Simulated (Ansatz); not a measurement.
W, 1 atom in the cell. It takes space group Im-3m (No. 229, cubic). The conventional cell has a = 3.165 Å, b = 3.165 Å, c = 3.165 Å, α = 90.00°, β = 90.00°, γ = 90.00°. W (site symmetry m-3m) is surrounded by 8 W at 2.74 Å. 

* Program: Ansatz 0.2.0
* Task: band structure
* Functional: PBE
* Potentials or basis: JTH PAW
* Cutoff: 1290 eV (not typed: the program's choice for these potentials)
* k mesh: 12 × 12 × 12
* Occupations: fermi-dirac, width 0.05 eV
* Spin: no spin polarisation
* Path: [["G", "H", "N", "G", "P", "H"], ["P", "N"]]
* Points for each segment of the path: 14

Potentials or basis: JTH PAW.

Command:

```bash
$ ansatz run input.yaml --threads 2 --pin off --max-ram 5632MiB --backend cpu --events-out ev --progress --plain --runs-dir out
```

Hardware: 2 threads of Arm Neoverse V2, with other jobs on the host.

Question: How long does it take, and how much memory?

Answer: It took 3.4 s on 2 threads of Arm Neoverse V2, with other jobs on the host, peak memory 0.35 GiB. Counts: scf iterations 6, plane waves 1601, k points 72, bands 13.
